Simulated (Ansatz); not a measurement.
Y: projected DOS by orbital

```yaml
crystal:
  lattice:
    - [0.00000, 2.48500, 2.48500]
    - [2.48500, 0.00000, 2.48500]
    - [2.48500, 2.48500, 0.00000]
  atoms:
    - { symbol: Y, position: [0.00000, 0.00000, 0.00000] }
```

The cell is COD entry 1534898, as deposited and not checked against the literature; nothing was relaxed.

Computed with Ansatz 0.2.0, DFT, PBE, all-electron LAPW, scalar-relativistic.

Numerical set-up: a Γ-centred 14×14×14 k mesh, Fermi–Dirac smearing of 0.03 eV, basis error target 1 meV/atom, no spin polarisation.

States per eV for one atom of each kind, in 0.4 eV bins named by their centres, from the Fermi level, projected on a minimal set of Löwdin-orthogonalised atomic shells; orbitals are real harmonics on the Cartesian axes, equal curves share a column, and empty bins are left out, as is all above 2.5 eV, near the top of the computed bands.

Y 4d:

```
# E all dz2=dx2-y2 dxz=dyz=dxy
-3.9 0.01 0.00 0.00
-3.5 0.02 0.00 0.00
-3.1 0.04 0.01 0.01
-2.7 0.08 0.01 0.02
-2.3 0.18 0.03 0.04
-1.9 0.55 0.13 0.10
-1.5 0.78 0.22 0.11
-1.1 0.83 0.23 0.12
-0.7 1.06 0.18 0.23
-0.3 1.55 0.22 0.37
0.1 1.28 0.21 0.29
0.5 1.48 0.11 0.42
0.9 1.54 0.16 0.40
1.3 1.16 0.23 0.23
1.7 0.86 0.21 0.14
2.1 1.40 0.26 0.29
```

Y 5s:

```
# E all
-4.7 0.03
-4.3 0.08
-3.9 0.12
-3.5 0.15
-3.1 0.19
-2.7 0.23
-2.3 0.27
-1.9 0.32
-1.5 0.25
-1.1 0.15
-0.7 0.05
-0.3 0.02
0.1 0.05
0.5 0.13
0.9 0.10
1.3 0.13
1.7 0.06
2.1 0.01
```
